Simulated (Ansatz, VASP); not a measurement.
## Two plane-wave programs on Ta

```
CELL_PARAMETERS angstrom
2.95040 0.00000 0.00000
-1.47520 2.55512 0.00000
0.00000 0.00000 5.23662
ATOMIC_POSITIONS crystal
Ta 0.33333 0.66667 0.25000
Ta 0.66667 0.33333 0.75000
```

Alike in both runs: task single point; functional revPBE; k mesh 14 × 14 × 7; occupations fermi-dirac, width 0.1 eV; no spin polarisation.

```csv
,VASP,Ansatz
version,VASP 6.6.1,Ansatz 0.2.0
potentials or method,"VASP PAW PBE potentials, release 64 (Ta_pv)","plane waves (420 eV) with PAW, scalar-relativistic"
plane-wave cutoff (eV),520,420
valence electrons in the cell,22,26
```

|  | VASP | Ansatz | Ansatz less VASP |
| --- | --- | --- | --- |
| pressure (GPa) | -6.5 | -6.5 | +0.01 |

The two sets of potentials don't hold the same shells in valence.

Caveats: the PAW data sets were made with another functional, which shifts forces and pressure a little (VASP). The runs have no spin-orbit coupling, so splittings on Ta are missing.
